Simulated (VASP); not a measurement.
Wanted: the native input for a VASP 6.6.1 run.

```yaml
Task: single point
Functional: PBE
Potentials_or_basis: VASP PAW PBE potentials, release 64 (Si)
Cutoff: 520 eV
k_mesh: 12 × 12 × 11
Occupations: gaussian, width 0.02 eV
Spin: no spin polarisation
Further_INCAR_settings: ALGO = Normal; EDIFF = 1e-06
```

The structure of Si lies in POSCAR:

```
Si
1.0
    2.6205428149      0.0000000000      0.0000000000
   -1.3102714075      2.2694566494      0.0000000000
    0.0000000000      0.0000000000      2.4663543900
Si
1
Direct
    0.0000000000      0.0000000000      0.0000000000
```

This isn't the form of Si at room conditions, which is diamond.

The input as run:

INCAR

```
SYSTEM = Si
  ALGO = Normal
  EDIFF = 1E-6
  ENCUT = 520
  GGA = PE
  ISIF = 2
  ISMEAR = 0
  LASPH = .True.
  LCHARG = .True.
  LELF = .True.
  LREAL = .False.
  LVHAR = .True.
  LWAVE = .False.
  NELM = 80
  PREC = Accurate
  SIGMA = 0.02
```

KPOINTS

```
k-points
0
Gamma
  12 12 11
  0 0 0
```

Potentials or basis: VASP PAW PBE potentials, release 64 (Si).

The run is started by

```console
$ cat potpaw_PBE.64/Si/POTCAR > POTCAR
$ mpirun -np 1 vasp_std > vasp.out
```

Results of the run:

```
Pressure               : 3.0 GPa
Band gap on the k mesh : none (metal or under the smearing width)
```

It took 3.5 s on 1 thread of Intel(R) Xeon(R) Platinum 8559C (Emerald Rapids), with other jobs on the host, peak memory 0.12 GiB.
